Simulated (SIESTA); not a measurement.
Crystal: PbSe (Clausthalite).

```
CELL_PARAMETERS angstrom
0.00000 3.06065 3.06065
3.06065 0.00000 3.06065
3.06065 3.06065 0.00000
ATOMIC_POSITIONS crystal
Pb 0.00000 0.00000 0.00000
Se 0.50000 0.50000 0.50000
```

Base run:

- Program: SIESTA 5.4.2
- Functional: PBE
- Potentials or basis: PseudoDojo 0.4 standard (PBE files)
- Basis: TZP (energy shift 0.05 Ry)
- Grid cutoff: 500 Ry
- Energy shift: 0.05 Ry
- k mesh: 8 × 8 × 8
- Occupations: fermi-dirac, width 0.05 eV
- Spin: no spin polarisation

Its results: band gap on the k mesh 0.56 eV, direct; pressure -9.2 GPa.

**Question.** The run is repeated on the same cell with these changes: basis from TZP (energy shift 0.05 Ry) to SZ (energy shift 0.05 Ry). What comes out?

**Answer.** Band gap on the k mesh 0.10 eV, direct; pressure -15.6 GPa.

Caveats: spin-orbit coupling is left out, which as a rule narrows the gap of such compounds by several tenths of an eV; the basis of atomic orbitals isn't converged, which shifts pressures, moduli and gaps; semicore shells carry a single zeta, which can move pressures by several GPa and volumes by a few percent (some runs); the basis has no polarisation orbitals (some runs); so large a pressure means that the cell lies far from this level's equilibrium, or that cutoff or potentials fall short (some runs).
